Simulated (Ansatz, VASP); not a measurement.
**Two plane-wave programs on LiF**

```xyz
2
Lattice="0.0000 2.0341 2.0341 2.0341 0.0000 2.0341 2.0341 2.0341 0.0000" Properties=species:S:1:pos:R:3 pbc="T T T"
Li    0.0000    0.0000    0.0000
F     2.0341    2.0341    2.0341
```

Alike in both runs: functional PBE; k mesh 10 × 10 × 10; occupations gaussian, width 0.02 eV; no spin polarisation.

Ansatz relaxed the structure, and its values are those at the end. VASP's run is a single point on that final structure, the one shown.

```csv
,VASP,Ansatz
version,VASP 6.6.1,Ansatz 0.2.0
potentials or method,"VASP PAW PBE potentials, release 64 (Li_sv, F)","scalar-relativistic, plane waves, PAW"
plane-wave cutoff (eV),520,420
valence electrons in the cell,10,10
```

```csv
,VASP,Ansatz,Ansatz less VASP
gap on the k mesh at the Fermi level (eV),8.83,8.83,+0.001
least direct gap on the mesh (eV),8.83,8.83,+0.001
```

 A k mesh can miss the band edges. PBE gaps usually lie below the measured ones, often by a third to a half.
